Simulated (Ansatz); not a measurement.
Computed with DFT PBE, scalar-relativistic, plane waves, PAW in Ansatz. All cells share a 420 eV cutoff and Γ-centred k meshes spaced at most about 0.3 Å⁻¹ (about 0.25 or finer for metals, 2π included). No spin polarisation.

These are static total energies at zero pressure.

Two relaxed structures of Ga4O:

A.

```xyz
5
Lattice="4.4620 0.0000 0.0000 0.0000 4.4620 0.0000 0.0000 0.0000 4.4620" Properties=species:S:1:pos:R:3 pbc="T T T"
Ga    0.0000    0.0000    0.0000
Ga    2.2310    2.2310    0.0000
Ga    2.2310    0.0000    2.2310
Ga    0.0000    2.2310    2.2310
O     2.2310    2.2310    2.2310
```

B.

```xyz
10
Lattice="0.0000 4.5019 4.5019 4.5019 0.0000 4.5019 4.5019 4.5019 0.0000" Properties=species:S:1:pos:R:3 pbc="T T T"
Ga    1.1255    1.1255    1.1255
Ga    3.3764    3.3764    1.1255
Ga    3.3764    1.1255    3.3764
Ga    1.1255    3.3764    3.3764
Ga    5.6274    5.6274    5.6274
Ga    3.3764    3.3764    5.6274
Ga    3.3764    5.6274    3.3764
Ga    5.6274    3.3764    3.3764
O     6.7529    6.7529    6.7529
O     4.5019    4.5019    4.5019
```

Question: Which form is favoured at zero pressure, and by what margin per atom?

Answer: A is lower, by 46 meV/atom. A has space group Pm-3m (No. 221), 17.8 Å³/atom and no gap on its mesh; B has space group Fd-3m (No. 227), 18.2 Å³/atom and no gap. Counting Ga atoms around O (those within 1.25 times the shortest such distance or 1.15 times the sum of covalent radii, 1.27 where that leaves under three; the shortest distance is added where it exceeds 1.18 times the sum of covalent radii), A has O 6 from 2.2 Å and B has O 4. In A, Ga on a site of symmetry m-3m is surrounded by 12 Ga at 3.16 Å; Ga on a site of symmetry 4/mmm has 2 O at 2.23 Å and 12 Ga at 3.16 Å; O is surrounded by 6 Ga at 2.23 Å. In B, around Ga on its first site lie 12 Ga at 3.18 Å; around Ga on its second site lie 2 O at 1.95 Å and 12 Ga at 3.18 Å; around O lie 4 Ga at 1.95 Å. Both come from invented guesses. The lowest form computed isn't among them: it has space group P-6m2 (No. 187), 18.1 Å³/atom and lies 94 meV/atom below the best shown.

Cells relaxed within their symmetry can be saddle points. Some types were kept out of the candidates beforehand, so the set may lack a known form.
